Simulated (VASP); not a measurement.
# ZnCu (Pm-3m) in VASP: further runs

Runs on ZnCu. Level: LDA. Tasks: single point.

Program: VASP 6.6.1. These are calculated values, not measurements. Logs are shortened: lines on timing, memory, paths and dates and some standing lists are left out, and cuts for length are marked.

## 1. Starting point

The structure is cubic, space group Pm-3m (No. 221). Conventional cell: a = 2.945 Å, b = 2.945 Å, c = 2.945 Å, α = 90.00°, β = 90.00°, γ = 90.00°. Around Zn (site symmetry m-3m) lie 8 Cu at 2.55 Å. Around Cu (site symmetry m-3m) lie 8 Zn at 2.55 Å.

## 2. Single point, LDA

INCAR reads:

```
  PREC = Accurate
  ENCUT = 520
  EDIFF = 1E-6
  ISMEAR = 0
  SIGMA = 0.15
  LREAL = False
  LASPH = True
  NELM = 80
  ALGO = Fast
  ISIF = 2
  LWAVE = False
  LCHARG = False
  NBANDS = 18
```

KPOINTS reads:

```
regular mesh
0
Gamma
  16 16 16
```

POSCAR reads:

```
ZnCu
1.0
    2.9450000000      0.0000000000      0.0000000000
    0.0000000000      2.9450000000      0.0000000000
    0.0000000000      0.0000000000      2.9450000000
Zn Cu
1 1
Direct
    0.5000000000      0.5000000000      0.5000000000
    0.0000000000      0.0000000000      0.0000000000
```

Potentials or basis: VASP PAW LDA potentials, release 64 (Zn, Cu).

Launch:

```
> cat potpaw_LDA.64/Zn/POTCAR potpaw_LDA.64/Cu/POTCAR > POTCAR
> mpirun -np 1 vasp_std > vasp.out
```

OUTCAR:

```text
PREC = Accurate
   ENCUT = 520
   EDIFF = 1E-6
   ISMEAR = 0
   LREAL = False
   LASPH = True
   NELM = 80
   ISIF = 2

 ion  position               nearest neighbor table
   1  0.500  0.500  0.500-   2 2.55   2 2.55   2 2.55   2 2.55   2 2.55   2 2.55   2 2.55   2 2.55

   2  0.000  0.000  0.000-   1 2.55   1 2.55   1 2.55   1 2.55   1 2.55   1 2.55   1 2.55   1 2.55

  LATTYP: Found a simple cubic cell.
 ALAT       =     2.9450000000

  Lattice vectors:

 A1 = (   2.9450000000,   0.0000000000,   0.0000000000)
 A2 = (   0.0000000000,   2.9450000000,   0.0000000000)
 A3 = (   0.0000000000,   0.0000000000,   2.9450000000)

Analysis of symmetry for initial positions (statically):
=====================================================================
 Subroutine PRICEL returns:
 Original cell was already a primitive cell.

 Routine SETGRP: Setting up the symmetry group for a
 simple cubic supercell.

 Subroutine GETGRP returns: Found 48 space group operations
 (whereof 48 operations were pure point group operations)
 out of a pool of 48 trial point group operations.

The static configuration has the point symmetry O_h .

Analysis of symmetry for dynamics (positions and initial velocities):
=====================================================================
 Subroutine PRICEL returns:
 Original cell was already a primitive cell.

 Routine SETGRP: Setting up the symmetry group for a
 simple cubic supercell.

 Subroutine GETGRP returns: Found 48 space group operations
 (whereof 48 operations were pure point group operations)
 out of a pool of 48 trial point group operations.

The dynamic configuration has the point symmetry O_h .

 Subroutine INISYM returns: Found 48 space group operations
 (whereof 48 operations are pure point group operations),
 and found     1 'primitive' translations

----------------------------------------------------------------------------------------

                                     Primitive cell

  volume of cell :      25.5421

  direct lattice vectors                    reciprocal lattice vectors
     2.945000000  0.000000000  0.000000000     0.339558574  0.000000000  0.000000000
     0.000000000  2.945000000  0.000000000     0.000000000  0.339558574  0.000000000
     0.000000000  0.000000000  2.945000000     0.000000000  0.000000000  0.339558574

  length of vectors
     2.945000000  2.945000000  2.945000000     0.339558574  0.339558574  0.339558574

[... 79 lines left out ...]
   NELM   =     80;   NELMIN=  2; NELMDL= -5     # of ELM steps
   EDIFF  = 0.1E-05   stopping-criterion for ELM
   LREAL  =      F    real-space projection
   EDIFFG = 0.1E-04   stopping-criterion for IOM
   NSW    =      0    number of steps for IOM
   IBRION =     -1    ionic relax: 0-MD 1-quasi-New 2-CG
   NFREE  =      0    steps in history (QN), initial steepest desc. (CG)
   ISIF   =      2    stress and relaxation
   ISYM   =      2    0-nonsym 1-usesym 2-fastsym
   POTIM  = 0.5000    time-step for ionic-motion
   TEBEG  =    0.0;   TEEND  =   0.0 temperature during run
   PSTRESS=    0.0 pullay stress
   NELECT =      23.0000    total number of electrons
   NUPDOWN=      -1.0000    fix difference up-down
   EMIN   =  10.00;   EMAX   =-10.00  energy-range for DOS
   EFERMI =   0.00;   METHOD = LEGACY
   ISMEAR =     0;   SIGMA  =   0.15  broadening in eV -4-tet -1-fermi 0-gaus
   EFERMI_NEDOS =   21; number of points for ismear=-14 and -15
   IALGO  =     68    algorithm
   IMIX   =      4    mixing-type and parameters
     AMIX     =   0.40;   BMIX     =  1.00
     AMIX_MAG =   1.60;   BMIX_MAG =  1.00
  volume/ion in A,a.u.               =      12.77        86.18
  Fermi-wavevector in a.u.,A,eV,Ry     =   1.580880  2.987429 34.003415  2.499180
  Thomas-Fermi vector in A             =   2.681040
   LORBIT       =      0    0 simple, 1 ext, 2 COOP (PROOUT), +10 PAW based schemes
   GGA     = CA    functional components
   LHFCALC =     F    Hartree Fock is set to
   AEXX    =    0.0000 exact exchange contribution
   IVDW    =     0    specifies the selected vdW correction
   LEPSILON=     F    determine dielectric tensor
   LRPA    =     F    only Hartree local field effects (RPA)
 non-spin polarized calculation
 RMM-DIIS sequential band-by-band and
 Gauss-broadening in eV      SIGMA  =   0.15
  energy-cutoff  :      520.00
  volume of cell :       25.54
 maximum number of plane-waves:       715
 NGX is ok and might be reduce to    24
   NGX = 11   NGY = 11   NGZ = 11

 number of electron      23.0000000 magnetization

 Free energy of the ion-electron system (eV)
  ---------------------------------------------------
  ext. energy  EPLUGINS =         0.00000000
  ---------------------------------------------------
  free energy    TOTEN  =        -6.74280780 eV

  energy without entropy =       -6.73612554  energy(sigma->0) =       -6.73946667

 E-fermi :   5.2950     XC(G=0): -12.7607

 val. band max:        5.2542980424   @ k =   0.3125   0.1250   0.0625
 cond. band min:       5.2986311577   @ k =   0.4375   0.4375   0.3125
 fundamental gap:      0.0443331153
 Fermi energy:         5.2949531440

 k-point     1 :       0.0000    0.0000    0.0000
  band No.  band energies     occupation
      1      -5.0311      2.00000
      2      -2.6024      2.00000
      3      -2.6024      2.00000
      4      -1.9188      2.00000
      5      -1.9188      2.00000
      6      -1.9188      2.00000
[... 481 lines left out ...]
      5      -1.8896      2.00000
      6      -0.3963      2.00000
[... 10 lines left out ...]
     17      19.3774      0.00000
     18      20.2197      0.00000

 [... further k-points ...]

------------------------ aborting loop because EDIFF is reached ----------------------------------------

  FORCE on cell =-STRESS in cart. coord.  units (eV):
  Direction    XX          YY          ZZ          XY          YZ          ZX
  --------------------------------------------------------------------------------------
  -------------------------------------------------------------------------------------
  Total       -1.4216938     -1.4216938     -1.4216938     -0.0000000      0.0000000     -0.0000000
  in kB      -89.1786218    -89.1786218    -89.1786218     -0.0000000      0.0000000     -0.0000000
  external PRESSURE =     -89.1786218 kB  Pullay stress =       0.0000000 kB

 VOLUME and BASIS-vectors are now :
 -----------------------------------------------------------------------------
  energy-cutoff  :      520.00
  volume of cell :       25.54
      direct lattice vectors                 reciprocal lattice vectors
     2.945000000  0.000000000  0.000000000     0.339558574  0.000000000  0.000000000
     0.000000000  2.945000000  0.000000000     0.000000000  0.339558574  0.000000000
     0.000000000  0.000000000  2.945000000     0.000000000  0.000000000  0.339558574

 POSITION                                       TOTAL-FORCE (eV/Angst)
 -----------------------------------------------------------------------------------
      1.47250      1.47250      1.47250         0.000000      0.000000      0.000000
      0.00000      0.00000      0.00000         0.000000      0.000000      0.000000
 -----------------------------------------------------------------------------------
    total drift:                                0.000000      0.000000     -0.000000

  FREE ENERGIE OF THE ION-ELECTRON SYSTEM (eV)
  ---------------------------------------------------
  free  energy   TOTEN  =        -6.7428077999 eV

  energy  without entropy=       -6.7361255379  energy(sigma->0) =       -6.73946667
```

stdout:

```text
POSCAR found type information on POSCAR ZnCu
 POSCAR found :  2 types and       2 ions
 scaLAPACK will be used
 LDA part: xc-table for (Slater(with rela. corr.)+CA(PZ))
 , standard interpolation
 POSCAR, INCAR and KPOINTS ok, starting setup
 FFT: planning ... GRIDC
 FFT: planning ... GRID_SOFT
 FFT: planning ... GRID
 WAVECAR not read
 entering main loop
WARNING in EDDRMM: call to ZHEGV failed, returncode =   6  3     16
```

Wall time 41 s (1 thread of Intel Xeon Platinum 8488C (Sapphire Rapids), shared host); peak memory 0.19 GiB.

What came out:

| Quantity | Value |
| --- | --- |
| Free energy | -6.7428 eV |
| Pressure | -8.9 GPa |
| Band gap on the k mesh | none (metal or under the smearing width) |

## 3. Single point, LDA

INCAR reads:

```
  PREC = Accurate
  ENCUT = 520
  EDIFF = 1E-6
  ISMEAR = 0
  SIGMA = 0.15
  LREAL = False
  LASPH = True
  NELM = 100
  ALGO = Normal
  ISIF = 2
  LWAVE = False
  LCHARG = False
  GGA = CA
  NBANDS = 18
```

KPOINTS reads:

```
regular mesh
0
Gamma
  18 18 18
```

POSCAR is that of step 2.

Potentials or basis: VASP PAW LDA potentials, release 64 (Zn, Cu).

Launch:

```
> cat potpaw_LDA.64/Zn/POTCAR potpaw_LDA.64/Cu/POTCAR > POTCAR
> mpirun -np 1 vasp_std > vasp.out
```

It took 34 s on 1 thread of Intel Xeon Platinum 8488C (Sapphire Rapids), shared host; peak memory 0.2 GiB.

The run converged. Its results:

```yaml
Free_energy: -6.7445 eV
Pressure: -8.9 GPa
Band_gap_on_the_k_mesh: none (metal or under the smearing width)
```

Levels at points of the mesh, in eV from the Fermi level:
```csv
k point,band 8,band 9,band 10,band 11,band 12,band 13,band 14,band 15,band 16,band 17
"(0.00, 0.00, 0.00)",-3.62,-2.79,-2.79,-2.79,6.16,6.16,6.16,11.38,11.38,12.10
"(0.50, 0.00, 0.00)",-3.74,-3.34,-3.34,-2.86,-2.05,11.62,11.62,12.28,12.28,13.57
"(0.50, 0.50, 0.00)",-2.94,-2.94,-2.54,-1.87,-1.87,1.70,2.06,13.76,15.52,15.52
"(0.50, 0.50, 0.50)",-4.34,-2.52,-2.52,3.69,4.36,4.36,4.36,4.52,4.52,4.52
```
